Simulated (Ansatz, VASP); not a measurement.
# MgO: VASP beside Ansatz

```xyz
2
Lattice="0.0000 2.1351 2.1351 2.1351 0.0000 2.1351 2.1351 2.1351 0.0000" Properties=species:S:1:pos:R:3 pbc="T T T"
Mg    0.0000    0.0000    0.0000
O     2.1351    2.1351    2.0476
```

Change from the starting cell: all O atoms moved +0.087 Å, as atom 2 towards its neighbour atom 1 (Mg) at 2.135 Å.

Alike in both runs: task single point; functional r2SCAN; k mesh 10 × 10 × 10; occupations gaussian, width 0.05 eV; no spin polarisation.

|  | VASP | Ansatz |
| --- | --- | --- |
| version | VASP 6.6.1 | Ansatz 0.2.0 |
| potentials or method | VASP PAW PBE potentials, release 64 (Mg, O) | scalar-relativistic, plane waves, PAW |
| plane-wave cutoff (eV) | 520 | 500 |
| valence electrons in the cell | 8 | 16 |

Ansatz gave:

- gap on the k mesh at the Fermi level (eV): 5.22
- least direct gap on the mesh (eV): 5.22
- pressure (GPa): -6.4
- largest component of the traceless stress (GPa): 1.57
- rms of the force components (eV/Å): 0.239

Which values does VASP return?

gap on the k mesh at the Fermi level (eV): 5.20; least direct gap on the mesh (eV): 5.20; pressure (GPa): -7.5; largest component of the traceless stress (GPa): 1.59; rms of the force components (eV/Å): 0.240.

Atom by atom the forces differ by 0.001 eV/Å (rms over components). The two sets of potentials don't hold the same shells in valence.

Caveats: the PAW data sets were made with another functional, which shifts forces and pressure a little (VASP).
